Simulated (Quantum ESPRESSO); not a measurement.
FeO:

```
Fe O
1.0
     1.51768    0.87623    2.51579
    -1.51768    0.87623    2.51579
     0.00000   -1.75247    2.51579
Fe O
1 1
Direct
  0.00000 0.00000 0.00000
  0.50000 0.50000 0.50000
```

Base run:

| Quantity | Value |
| --- | --- |
| Program | Quantum ESPRESSO 7.5 |
| Functional | RPBE |
| Potentials or basis | PseudoDojo 0.4.1 SR PBEsol standard |
| Cutoff | 1225 eV |
| Density cutoff | 4898 eV |
| k mesh | 8 × 8 × 8 |
| Occupations | gaussian, width 0.05 eV |
| Spin | collinear spin, ferromagnetic start |
| Starting moments | [4.0, 0.0] μB |
| Hubbard terms | Fe d U = 3 eV |

Its results: band gap on the k mesh none (metal or under the smearing width); pressure 6.1 GPa; net moment 4.00 μB per cell; site moments Fe +3.54; O +0.26 μB.

Problem. After a change of settings the same cell gave: band gap on the k mesh none (metal or under the smearing width); pressure 4.7 GPa; net moment 4.00 μB per cell; site moments Fe +3.54; O +0.26 μB. Which change was it?
A. functional from RPBE to revPBE
B. functional from RPBE to PBE
C. functional from RPBE to PW91
D. functional from RPBE to LDA

Solution. A.

Caveats: the potentials were made for another functional, which shifts forces and pressure; a cell with one magnetic atom can't hold antiferromagnetic order, which such compounds often take.
